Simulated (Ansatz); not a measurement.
# Y3Ge: the cost of one run

Computed with Ansatz 0.2.0 (DFT PBE, scalar-relativistic, plane waves, PAW, unless a step's input says otherwise).

## Step 1: Starting point

Symmetry: Pm-3m, No. 221, cubic system. The conventional cell has a = 4.982 Å, b = 4.982 Å, c = 4.982 Å, α = 90.00°, β = 90.00°, γ = 90.00°. Y (site symmetry 4/mmm) is surrounded by 2 Ge at 2.49 Å. Around Ge (site symmetry m-3m) lie 6 Y at 2.49 Å.

Structure file:

```
Y Ge
1.0
     4.98190    0.00000    0.00000
     0.00000    4.98190    0.00000
     0.00000    0.00000    4.98190
Y Ge
3 1
Direct
  0.50000 0.00000 0.00000
  0.00000 0.50000 0.00000
  0.00000 0.00000 0.50000
  0.00000 0.00000 0.00000
```

This is candidate A: ReO3 type (Pm-3m, No. 221).

(A quick probe on a coarse mesh, which set the mesh and smearing, is not shown.)

## Step 3: Coarse relaxation (candidate A)

File input.yaml:

```yaml
crystal:
  lattice:
    - [4.9819012856, 0.0, 0.0]
    - [0.0, 4.9819012856, 0.0]
    - [0.0, 0.0, 4.9819012856]
  atoms:
    - { symbol: "Y", position: [0.5, 0.0, 0.0] }
    - { symbol: "Y", position: [0.0, 0.5, 0.0] }
    - { symbol: "Y", position: [0.0, 0.0, 0.5] }
    - { symbol: Ge, position: [0.0, 0.0, 0.0] }
basis:
  ecutwfc: 420
kpoints:
  mp_grid: { grid: [4, 4, 4] }
hamiltonian:
  xc: pbe
scf:
  occupations: { method: gaussian, width: 0.1 }
  lower_state_search: "off"
output:
  forces: true
  stress: true
  eigenvalues: true
relax:
  adjacent_minimum: "off"
  f_tol: 0.04
  max_steps: 70
  cell: { stress_tol: 0.4 }
```

Launch:

```bash
> ansatz run input.yaml --threads 1 --pin off --max-ram 2560MiB --backend cpu --events-out ev --progress --plain --runs-dir out
```

**Question.** How long does this run take on 1 thread of Intel Xeon Platinum 8488C (Sapphire Rapids), shared host, and how much memory does it need?

About 15 s, with a peak of 0.46 GiB.
